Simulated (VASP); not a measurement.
Input of a VASP 6.6.1 run:

The input INCAR:

```
SYSTEM = In
PREC     = Accurate       ! precision mode
ENCUT    = 600            ! plane-wave cutoff, eV
EDIFF    = 1E-7           ! SCF threshold, eV
ISMEAR   = -1             ! smearing method
SIGMA    = 0.05           ! smearing width, eV
LREAL    = .False.        ! projectors in reciprocal space
LASPH    = .True.         ! aspherical terms in the spheres
NELM     = 80             ! most SCF steps
ALGO     = Normal         ! electronic algorithm
ISIF     = 3              ! what is computed and relaxed
LWAVE    = .False.        ! write WAVECAR
LCHARG   = .False.        ! write CHGCAR
GGA      = PS             ! functional
IBRION   = 2              ! ionic algorithm
NSW      = 40             ! ionic steps
EDIFFG   = -0.02          ! ionic threshold
```

File KPOINTS:

```
Automatic mesh
0
Gamma
  10 10 10
  0 0 0
```

File POSCAR:

```
In
1.0
   -1.8825252400      1.8825252400      1.8825252400
    1.8825252400     -1.8825252400      1.8825252400
    1.8825252400      1.8825252400     -1.8825252400
In
1
Direct
    0.0000000000      0.0000000000      0.0000000000
```

Potentials or basis: VASP PAW PBE potentials, release 64 (In_d).

The run is started by

```bash
$ cat potpaw_PBE.64/In_d/POTCAR > POTCAR
$ mpirun -np 1 vasp_std > vasp.out
```

Question: Estimate the relaxed volume.

Answer: 25.84 Å³/atom.

Question: Estimate the space group after relaxing (to 0.05 Å).

Answer: Im-3m (No. 229).

The path:
```tsv
step	energy change (eV)	largest force (eV/Å)	pressure (GPa)	volume (Å³)
1	0.0000	0.0000	-1.33	26.69
2	-0.0038	0.0000	-0.08	25.84
```

Caveat: the PAW data sets were made with another functional, which shifts forces and pressure a little.
